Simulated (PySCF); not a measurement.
Question: What does the GFN2-xTB structure of InChI=1S/C4H6O/c1-3-4(2)5/h3H,1H2,2H3 look like in three dimensions?

Answer: 
```
atom  x, y, z in Å
C1     1.4278   -0.7385   -0.3920
C2     1.0440    0.4679    0.0027
C3    -0.3456    0.8845    0.2963
C4    -1.4287   -0.1526    0.1306
O5    -0.5864    2.0154    0.6538
H6     0.7371   -1.5517   -0.5394
H7     2.4641   -0.9608   -0.5865
H8     1.7708    1.2586    0.1389
H9    -2.3915    0.2879    0.3747
H10   -1.2398   -0.9960    0.7907
H11   -1.4463   -0.5120   -0.8957
```

Orientation and origin are arbitrary. Atoms count from 1 in this order. Of the pairs four or more bonds apart, C4···H6 is among the closest relative to their van der Waals radii: 2.66 Å, 92 % of the sum of Bondi's values. The 5 heavy atoms lie in one plane (0.001 Å rms). The C–C distances run from 1.326 Å (C1=C2, drawn double) to 1.509 Å (C3–C4, drawn single), a spread of 0.183 Å.

Bonds between heavy atoms (Å): C1=C2 1.326, C2–C3 1.480, C3–C4 1.509, C3=O5 1.210.

Structure optimised with GFN2-xTB, isolated species.

Point group: Cs (every atom within 0.08 Å of its image). Whether it is a minimum is left open (no frequencies). One conformer, not necessarily the lowest (C1–C2–C3–C4 0°).

The numbers are calculated, not measured.
